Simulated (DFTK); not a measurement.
KI:

```
CELL_PARAMETERS angstrom
0.00000 3.53277 3.53277
3.53277 0.00000 3.53277
3.53277 3.53277 0.00000
ATOMIC_POSITIONS crystal
I 0.50000 0.50000 0.50000
K 0.00000 0.00000 0.00000
```

Base run:

```yaml
Program: DFTK 0.8.2
Functional: PBE
Potentials_or_basis: dojo.nc.sr.pbe.v0_4_1.standard.upf (PBE)
Cutoff: 1007 eV
k_mesh: 7 × 7 × 7
Occupations: fermi-dirac, width 0.05 eV
Spin: no spin polarisation
```

Its results: band gap on the k mesh 3.96 eV, direct.

Question: The run is repeated on the same cell with these changes: functional from PBE to LDA; potentials or basis from dojo.nc.sr.pbe.v0_4_1.standard.upf (PBE) to cp2k.nc.sr.lda.v0_1.largecore.gth (LDA, GTH, large core); cutoff from 1007 eV to 544 eV; valence electrons from 16 to 8. What comes out?

Answer: Band gap on the k mesh 3.57 eV, direct.

Caveats: spin-orbit coupling is left out, which moves the levels of the heavy elements; an odd mesh through Γ misses points on the zone boundary, where band edges often lie (some runs); this set keeps more shells in the core, which shifts pressures and gaps (some runs).
